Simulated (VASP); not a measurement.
# Os (Im-3m) in VASP: single point with PBEsol

Aim: the single point of Os with PBEsol.

Program: VASP 6.6.1. These are calculated values, not measurements. Logs are shortened: lines on timing, memory, paths and dates and some standing lists are left out, and cuts for length are marked.

## 1. The structure

The structure is cubic, space group Im-3m (No. 229). The conventional cell has a = 3.062 Å, b = 3.062 Å, c = 3.062 Å, α = 90.00°, β = 90.00°, γ = 90.00°. Os (site symmetry m-3m) has 8 Os at 2.65 Å as nearest neighbours.

This isn't the form of Os at room conditions, which is hcp.

## 2. Single point, PBEsol

Input file INCAR:

```
  ALGO = Fast
  EDIFF = 1E-6
  ENCUT = 520
  GGA = PS
  ISIF = 2
  ISMEAR = 0
  LASPH = True
  LCHARG = False
  LREAL = False
  LWAVE = False
  NBANDS = 10
  NELM = 100
  PREC = Accurate
  SIGMA = 0.1
```

Input file KPOINTS:

```
k-points
0
Gamma
  20 20 20
```

Input file POSCAR:

```
Os
1.0
   -1.5309459034      1.5309459034      1.5309459034
    1.5309459034     -1.5309459034      1.5309459034
    1.5309459034      1.5309459034     -1.5309459034
Os
1
Direct
    0.0000000000      0.0000000000      0.0000000000
```

Potentials or basis: VASP PAW PBE potentials, release 64 (Os).

On the command line:

```console
> cat potpaw_PBE.64/Os/POTCAR > POTCAR
> mpirun -np 1 vasp_std > vasp.out
```

OUTCAR:

```text
EDIFF = 1E-6
   ENCUT = 520
   GGA = PS
   ISIF = 2
   ISMEAR = 0
   LASPH = True
   LREAL = False
   NELM = 100
   PREC = Accurate

 ion  position               nearest neighbor table
   1  0.000  0.000  0.000-

  LATTYP: Found a body centered cubic cell.
 ALAT       =     3.0618918068

  Lattice vectors:

 A1 = (  -1.5309459034,   1.5309459034,   1.5309459034)
 A2 = (   1.5309459034,  -1.5309459034,   1.5309459034)
 A3 = (   1.5309459034,   1.5309459034,  -1.5309459034)

Analysis of symmetry for initial positions (statically):
=====================================================================
 Subroutine PRICEL returns:
 Original cell was already a primitive cell.

 Routine SETGRP: Setting up the symmetry group for a
 body centered cubic supercell.

 Subroutine GETGRP returns: Found 48 space group operations
 (whereof 48 operations were pure point group operations)
 out of a pool of 48 trial point group operations.

The static configuration has the point symmetry O_h .

Analysis of symmetry for dynamics (positions and initial velocities):
=====================================================================
 Subroutine PRICEL returns:
 Original cell was already a primitive cell.

 Routine SETGRP: Setting up the symmetry group for a
 body centered cubic supercell.

 Subroutine GETGRP returns: Found 48 space group operations
 (whereof 48 operations were pure point group operations)
 out of a pool of 48 trial point group operations.

The dynamic configuration has the point symmetry O_h .

 Subroutine INISYM returns: Found 48 space group operations
 (whereof 48 operations are pure point group operations),
 and found     1 'primitive' translations

----------------------------------------------------------------------------------------

                                     Primitive cell

  volume of cell :      14.3529

  direct lattice vectors                    reciprocal lattice vectors
    -1.530945903  1.530945903  1.530945903     0.000000000  0.326595472  0.326595472
     1.530945903 -1.530945903  1.530945903     0.326595472  0.000000000  0.326595472
     1.530945903  1.530945903 -1.530945903     0.326595472  0.326595472  0.000000000

  length of vectors
     2.651676088  2.651676088  2.651676088     0.461875746  0.461875746  0.461875746

[... 82 lines left out ...]
   IBRION =     -1    ionic relax: 0-MD 1-quasi-New 2-CG
   NFREE  =      0    steps in history (QN), initial steepest desc. (CG)
   ISIF   =      2    stress and relaxation
   ISYM   =      2    0-nonsym 1-usesym 2-fastsym
   POTIM  = 0.5000    time-step for ionic-motion
   TEBEG  =    0.0;   TEEND  =   0.0 temperature during run
   PSTRESS=    0.0 pullay stress
   NELECT =       8.0000    total number of electrons
   NUPDOWN=      -1.0000    fix difference up-down
   EMIN   =  10.00;   EMAX   =-10.00  energy-range for DOS
   EFERMI =   0.00;   METHOD = LEGACY
   ISMEAR =     0;   SIGMA  =   0.10  broadening in eV -4-tet -1-fermi 0-gaus
   EFERMI_NEDOS =   21; number of points for ismear=-14 and -15
   IALGO  =     68    algorithm
   IMIX   =      4    mixing-type and parameters
     AMIX     =   0.40;   BMIX     =  1.00
     AMIX_MAG =   1.60;   BMIX_MAG =  1.00
  volume/ion in A,a.u.               =      14.35        96.86
  Fermi-wavevector in a.u.,A,eV,Ry     =   1.347281  2.545993 24.696849  1.815167
  Thomas-Fermi vector in A             =   2.475045
   LORBIT       =      0    0 simple, 1 ext, 2 COOP (PROOUT), +10 PAW based schemes
   GGA     = PS    functional components
   LHFCALC =     F    Hartree Fock is set to
   AEXX    =    0.0000 exact exchange contribution
   IVDW    =     0    specifies the selected vdW correction
   LEPSILON=     F    determine dielectric tensor
   LRPA    =     F    only Hartree local field effects (RPA)
 non-spin polarized calculation
 RMM-DIIS sequential band-by-band and
 Gauss-broadening in eV      SIGMA  =   0.10
  energy-cutoff  :      520.00
  volume of cell :       14.35
 maximum number of plane-waves:       402
   NGX =  9   NGY =  9   NGZ =  9

 number of electron       8.0000001 magnetization

 Free energy of the ion-electron system (eV)
  ---------------------------------------------------
  ext. energy  EPLUGINS =         0.00000000
  ---------------------------------------------------
  free energy    TOTEN  =       -11.31932139 eV

  energy without entropy =      -11.31195594  energy(sigma->0) =      -11.31563867

 E-fermi :   9.1772     XC(G=0): -13.9957

 val. band max:        9.1754706315   @ k =   0.3000   0.2000   0.0500
 cond. band min:       9.1834550130   @ k =   0.1000   0.0500   0.0000
 fundamental gap:      0.0079843815
 Fermi energy:         9.1772206777

 k-point     1 :       0.0000    0.0000    0.0000
  band No.  band energies     occupation
      1      -1.8374      2.00000
      2       5.8121      2.00000
      3       5.8121      2.00000
      4       5.8121      2.00000
      5       9.1198      1.58334
      6       9.1198      1.58333
      7      25.4435      0.00000
      8      25.4435      0.00000
      9      25.4435      0.00000
     10      37.4468      0.00000
[... 287 lines left out ...]
 k-point    24 :       0.2500    0.1000    0.0000
  band No.  band energies     occupation
      1       1.4445      2.00000
      2       4.4011      2.00000
      3       5.3635      2.00000
      4       8.4616      2.00000
      5       9.6078      0.00000
      6      10.0749      0.00000
      7      23.2979      0.00000
      8      24.6999      0.00000
      9      29.3101      0.00000
     10      30.5252      0.00000

 [... further k-points ...]

------------------------ aborting loop because EDIFF is reached ----------------------------------------

  FORCE on cell =-STRESS in cart. coord.  units (eV):
  Direction    XX          YY          ZZ          XY          YZ          ZX
  --------------------------------------------------------------------------------------
  -------------------------------------------------------------------------------------
  Total        0.0638840      0.0638840      0.0638840     -0.0000000      0.0000000      0.0000000
  in kB        7.1312062      7.1312062      7.1312062     -0.0000000      0.0000000      0.0000000
  external PRESSURE =       7.1312062 kB  Pullay stress =       0.0000000 kB

 VOLUME and BASIS-vectors are now :
 -----------------------------------------------------------------------------
  energy-cutoff  :      520.00
  volume of cell :       14.35
      direct lattice vectors                 reciprocal lattice vectors
    -1.530945903  1.530945903  1.530945903     0.000000000  0.326595472  0.326595472
     1.530945903 -1.530945903  1.530945903     0.326595472  0.000000000  0.326595472
     1.530945903  1.530945903 -1.530945903     0.326595472  0.326595472  0.000000000

 POSITION                                       TOTAL-FORCE (eV/Angst)
 -----------------------------------------------------------------------------------
      0.00000      0.00000      0.00000         0.000000      0.000000     -0.000000
 -----------------------------------------------------------------------------------
    total drift:                                0.000000      0.000000      0.000000

  FREE ENERGIE OF THE ION-ELECTRON SYSTEM (eV)
  ---------------------------------------------------
  free  energy   TOTEN  =       -11.3193213934 eV

  energy  without entropy=      -11.3119559410  energy(sigma->0) =      -11.31563867
```

stdout:

```text
POSCAR found type information on POSCAR Os
 POSCAR found :  1 types and       1 ions
 scaLAPACK will be used
 -----------------------------------------------------------------------------
|                                                                             |
|                                                                             |
|     You enforced a specific xc type in the INCAR file but a different       |
|     I HOPE YOU KNOW WHAT YOU ARE DOING!                                     |
|                                                                             |
 -----------------------------------------------------------------------------

 LDA part: xc-table for (Slater+PW92), standard interpolation
 POSCAR, INCAR and KPOINTS ok, starting setup
 FFT: planning ... GRIDC
 FFT: planning ... GRID_SOFT
 FFT: planning ... GRID
 WAVECAR not read
 entering main loop
```

It took 19 s on 1 thread of Intel Xeon Platinum 8488C (Sapphire Rapids), shared host; peak memory 0.16 GiB.

Results:

```yaml
Free_energy: -11.3193 eV
Pressure: 0.7 GPa
Band_gap_on_the_k_mesh: none (metal or under the smearing width)
```

Caveat: the PAW data sets were made with another functional, which shifts forces and pressure a little. Spin-orbit coupling is left out, which matters for the levels of Os.
